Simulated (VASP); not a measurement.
Here is a VASP 6.6.1 calculation.

File INCAR:

```
PREC     = Accurate       # precision mode
ENCUT    = 520            # plane-wave cutoff, eV
EDIFF    = 1E-6           # SCF threshold, eV
ISMEAR   = 0              # smearing method
SIGMA    = 0.15           # smearing width, eV
LREAL    = False          # projectors in reciprocal space
LASPH    = True           # aspherical terms in the spheres
NELM     = 100            # most SCF steps
ALGO     = Fast           # electronic algorithm
ISIF     = 2              # what is computed and relaxed
LWAVE    = False          # write WAVECAR
LCHARG   = False          # write CHGCAR
GGA      = PS             # functional
NBANDS   = 8              # bands
```

File KPOINTS:

```
regular mesh
0
Gamma
  24 24 24
```

Contents of POSCAR:

```
Sb
1.0
   -1.5765401831      1.5765401831      2.7119384313
    1.5765401831     -1.5765401831      2.7119384313
    1.5765401831      1.5765401831     -2.7119384313
Sb
1
Direct
    0.0000000000      0.0000000000      0.0000000000
```

Potentials or basis: VASP PAW PBE potentials, release 64 (Sb).

Command:

```bash
$ cat potpaw_PBE.64/Sb/POTCAR > POTCAR
$ mpirun -np 1 vasp_std > vasp.out
```

Q: What does it give for the band gap on the k mesh?

A: None (metal or under the smearing width).

Q: What does it give for the pressure?

A: -1.1 GPa.

Caveat: the PAW data sets were made with another functional, which shifts forces and pressure a little. The run has no spin-orbit coupling, so splittings on Sb are missing.
